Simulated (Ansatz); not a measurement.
Guessed and relaxed cells of MnSi

Recipe of this trial structure of MnSi: random cell by space group and Wyckoff sites (P6_3/mmc, No. 194). The dimensions are guesses.

start.cif

```cif
data_structure
_symmetry_space_group_name_H-M 'P6_3/mmc'
_symmetry_Int_Tables_number 194
_cell_length_a 3.7512
_cell_length_b 3.7512
_cell_length_c 4.9054
_cell_angle_alpha 90.000
_cell_angle_beta 90.000
_cell_angle_gamma 120.000
_cell_volume 59.78
loop_
_atom_site_label
_atom_site_type_symbol
_atom_site_symmetry_multiplicity
_atom_site_Wyckoff_symbol
_atom_site_fract_x
_atom_site_fract_y
_atom_site_fract_z
_atom_site_occupancy
Mn1 Mn 2 d 0.33333 0.66667 0.75000 1
Si1 Si 2 a 0.00000 0.00000 0.00000 1
```

All numbers below come from Ansatz, DFT PBE, scalar-relativistic, plane waves, PAW. Cutoff 420 eV, Gaussian smearing, Γ-centred meshes. Cell and atoms relax first on a coarse mesh and then on a finer one. In between, the cell is made exact in the group found at 0.06 Å. In metals the finer mesh still leaves noise of several meV/atom or more. The steps can't lower the symmetry of their start. Collinear spin, starting moments Mn 4.0 (×2) μB.

end.cif

```cif
data_structure
_symmetry_space_group_name_H-M 'P6_3/mmc'
_symmetry_Int_Tables_number 194
_cell_length_a 3.6684
_cell_length_b 3.6684
_cell_length_c 4.8943
_cell_angle_alpha 90.000
_cell_angle_beta 90.000
_cell_angle_gamma 120.000
_cell_volume 57.04
loop_
_atom_site_label
_atom_site_type_symbol
_atom_site_symmetry_multiplicity
_atom_site_Wyckoff_symbol
_atom_site_fract_x
_atom_site_fract_y
_atom_site_fract_z
_atom_site_occupancy
Mn1 Mn 2 d 0.33333 0.66667 0.75000 1
Si1 Si 2 a 0.00000 0.00000 0.00000 1
```

The symmetry stays P6_3/mmc (No. 194). The end has the anti-nickel arsenide type. The volume per atom shrinks by 4.6 %, from 14.9 to 14.3 Å³. The shortest distance goes from 2.45 Å (Si–Si) to 2.45 Å (Mn–Si and Si–Si).

For MnSi, the volume per atom is 14.26 Å³ and the density is 4.83 g/cm³. The energy over the elements is +0.04 eV/atom, the gap on the 12×12×10 mesh of the 4-atom cell is 0 eV (a metal) and the net moment per atom is 1.32 μB. The moment by site is Mn 2.6 (×2) μB.

The zero of energy is the elements' standard structures at the same level; no fitted shifts are applied. It can't be a ground state, since the elements alone are lower.

The last run used collinear spin and Gaussian smearing of 0.10 eV. For metals, differences of a few meV/atom aren't resolved. Another magnetic order may lie lower. A structure relaxed within its symmetry needn't be a true minimum. In all, the 3 runs took 58 s on 1 thread of Intel(R) Xeon(R) 6975P-C (Granite Rapids) (shared host). Another cell of MnSi relaxed alike, in P2_13 (a cell as deposited in COD), lies 0.49 eV/atom lower, so this cell isn't the stable form at this level. Site moments count only spheres around the atoms; the net moment includes the space between them.
